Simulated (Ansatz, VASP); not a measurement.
**Two plane-wave programs on KBr**

INCAR

```
PREC = Accurate
ENCUT = 520
EDIFF = 1E-6
ISMEAR = -1
SIGMA = 0.02
LREAL = False
LASPH = True
NELM = 100
ALGO = Normal
ISIF = 2
LWAVE = False
LCHARG = False
GGA = PE
NBANDS = 15
```

File KPOINTS:

```
Automatic mesh
0
Gamma
  6 6 6
```

Contents of POSCAR:

```
KBr
1.0
    4.0761274564      0.0000000000      0.0000000000
    0.0000000000      3.9763217797      0.0000000000
    0.0000000000      0.0000000000      3.9763217797
K Br
1 1
Direct
    0.0000000000      0.0000000000      0.0000000000
    0.5000000000      0.5000000000      0.5000000000
```

Input for Ansatz:

```yaml
crystal:
  lattice:
    - [4.0761274564, 0.0, 0.0]
    - [0.0, 3.9763217797, 0.0]
    - [0.0, 0.0, 3.9763217797]
  atoms:
    - { symbol: K, position: [0.0, 0.0, 0.0] }
    - { symbol: Br, position: [0.5, 0.5, 0.5] }
kpoints:
  mp_grid: { grid: [6, 6, 6] }
  band_path:
    path:
      - [0.0, 0.0, 0.0]
      - [0.0, 0.5, 0.0]
      - [0.5, 0.5, 0.0]
      - [0.5, 0.5, 0.5]
      - [0.5, 0.0, 0.5]
    npoints: 1
hamiltonian:
  xc: pbe
scf:
  occupations: { method: fermi_dirac, width: 0.02 }
  n_extra_bands: 4
output:
  forces: true
  stress: true
  eigenvalues: true
```

Change from the starting cell: uniaxial_x strain +2.5%.

Alike in both runs: task single point; functional PBE; k mesh 6 × 6 × 6; occupations fermi-dirac, width 0.02 eV; no spin polarisation.

|  | VASP | Ansatz |
| --- | --- | --- |
| version | VASP 6.6.1 | Ansatz 0.2.0 |
| potentials or method | VASP PAW PBE potentials, release 64 (K_sv, Br) | plane waves, PAW |
| plane-wave cutoff (eV) | 520 | 420 |
| valence electrons in the cell | 16 | 16 |

```csv
,VASP,Ansatz,Ansatz less VASP
gap on the k mesh at the Fermi level (eV),3.89,3.89,+0.001
pressure (GPa),0.4,0.4,-0.05
largest component of the traceless stress (GPa),0.60,0.60,+0.001
```

A k mesh can miss the band edges.
